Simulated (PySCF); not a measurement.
Hydrogen oxalate, C2HO4 (charge -1).
SMILES: `OC(=O)C([O-])=O`

Method: TDDFT CAM-B3LYP/def2-SVPD, vertical, gas phase, core orbitals frozen in the response (PySCF 2.14.0, density-fitted response routines). One conformer (not necessarily the lowest) at the GFN2-xTB geometry, without solvent, vibrations or thermal averaging. GFN2-xTB frequencies show an imaginary mode (55i cm⁻¹), so this geometry is no minimum at that level. Torsions of this conformer, `[O:1]=[C:2]([O-:3])[C:4](=[O:5])[OH:6]`: O1–C2–C4–O5 180°, H–O6–C4–C2 180°.

Computed states:

| state | E (eV) | f |
| --- | --- | --- |
| S1 | 4.26 | 0.0000 |
| S2 | 4.55 | 0.0000 |
| S3 | 5.47 | 0.033 |
| S4 | 5.62 | 0.031 |
| S5 | 5.98 | 0.061 |
| S6 | 6.13 | 0.0000 |
| S7 | 6.17 | 0.0000 |
| S8 | 6.49 | 0.014 |

Broadening: Gaussians 0.3 eV wide at half height, area fixed by f = 4.319×10⁻⁹ ∫ε dν̃. The width is an assumption, not a result. The curve ends short of the highest state used, and states not computed would add to its high-energy end.

(1) Give the broadened spectrum and its maxima.

(2) On this curve, what absorbance would a 10⁻⁵ mol/L sample give at 222 nm over a 1 cm path?

(3) Coming from long wavelengths, where does ε first pass 100 L mol⁻¹ cm⁻¹?

Answers

(1) 
(λ (nm), ε (L mol⁻¹ cm⁻¹)): (210.6, 4505), (213.9, 3103), (217.1, 3243), (220.4, 4319), (223.7, 4869), (226.9, 4298), (230.2, 2911), (233.5, 1496), (236.8, 581), (240.0, 179), (243.3, 41), (246.6, 7), (249.8, 1), (253.1, 0), (256.4, 0), (259.6, 0), (262.9, 0), (266.2, 1), (269.5, 1), (272.7, 1), (276.0, 1), (279.3, 1), (282.5, 0), (285.8, 0), (289.1, 0), (292.3, 0), (295.6, 0), (298.9, 0), (302.1, 0), (305.4, 0), (308.7, 0), (312.0, 0), (315.2, 0), (318.5, 0), (321.8, 0), (325.0, 0)

Maxima: 224 nm (5.54 eV), ε about 4900, made up of S3 (51%) and S4 (49%) (ε in L mol⁻¹ cm⁻¹; maxima over ε = 5, shares over 10%). At its high-energy end, 5.89 eV, the curve is still rising (ε about 4600, from S5).

(2) 222 nm is 5.585 eV, where ε is about 4700 L mol⁻¹ cm⁻¹, so A = ε c l ≈ 0.047 (Beer–Lambert, with the gas-phase spectrum and the assumed width).

(3) At about 241 nm (5.14 eV), 0.87 eV above S1.

No detachment energy is given for this anion; states above it aren't bound, and a finite basis only mimics them.
